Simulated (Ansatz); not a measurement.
# Sb2S3: gradients before and after relaxing the atoms

Start: a structure deposited in the COD, atoms as given.

Space group Pnma (No. 62); a = 11.3110, b = 3.8389, c = 11.2230 Å.

| site | Wyckoff | site symmetry | x | y | z |
| --- | --- | --- | --- | --- | --- |
| Sb1 | 4c | .m. | 0.4706 | 0.2500 | 0.3260 |
| Sb5 | 4c | .m. | 0.3506 | 0.7500 | 0.0360 |
| S9 | 4c | .m. | 0.2921 | 0.2500 | 0.1918 |
| S13 | 4c | .m. | 0.5498 | 0.7500 | 0.1230 |
| S17 | 4c | .m. | 0.3751 | 0.7500 | 0.4389 |

One atom of each set is listed.

Method: Kohn–Sham DFT in Ansatz, PBE, plane waves and PAW, scalar-relativistic, 420 eV cutoff, Γ-centred 3×7×3 k-points, Fermi–Dirac smearing 0.02 eV.

The largest force at the start is 0.32 eV/Å. Relaxing the ions at fixed cell moves them by 0.033 Å at most (atom 1, Sb) and 0.023 Å rms. End positions:

Sb1 (0.4734, 0.2500, 0.3251)
Sb5 (0.3491, 0.7500, 0.0343)
S9 (0.2911, 0.2500, 0.1907)
S13 (0.5505, 0.7500, 0.1244)
S17 (0.3755, 0.7500, 0.4403)

```
site  moved (Å)                              first shell before                               first shell after  V_zz before (10²¹ V/m²)  η before
 Sb1      0.033     3 S at 2.52–2.54 Å; also 3 S at 3.11–3.16 Å     3 S at 2.55–2.57 Å; also 3 S at 3.09–3.14 Å                   -15.98      0.36
 Sb5      0.026          3 S at 2.46–2.68 Å; also 2 S at 2.85 Å          3 S at 2.49–2.68 Å; also 2 S at 2.85 Å                    -20.2      0.02
  S9      0.017                             3 Sb at 2.52–2.68 Å                             3 Sb at 2.55–2.68 Å                     4.93      0.80
 S13      0.018             1 Sb at 2.46 Å; also 2 Sb at 2.85 Å        1 Sb at 2.49 Å; also 4 Sb at 2.85–3.09 Å                     6.71      0.77
 S17      0.017  2 Sb at 2.54 Å, angle 98°; also 1 Sb at 3.16 Å  2 Sb at 2.57 Å, angle 97°; also 1 Sb at 3.14 Å                   -13.28      0.41
```

(1) How do the gradients change?

Answers

(1) 

| site | V_zz after | η after | change of V_zz |
| --- | --- | --- | --- |
| Sb1 | -14.27 | 0.41 | +1.71 |
| Sb5 | -17.11 | 0.03 | +3.05 |
| S9 | 4.75 | 0.79 | -0.18 |
| S13 | 6.26 | 0.84 | -0.45 |
| S17 | -13.00 | 0.33 | +0.28 |

The largest change of V_zz is on Sb5, from -20.2 to -17.11. In per cent, |V_zz| changes by -15 to -11 on Sb, -7 to -2 on S (all sites that start above 0.5).

Without spin–orbit coupling (the program notes it for Sb) the gradients are little affected as a rule: paired runs on crystals with a gap mostly move them by under 2 % at such atoms. With these PAW files V_zz is typically within 2 to 3 % of all-electron values, but misses above 10 % occur on Sb.
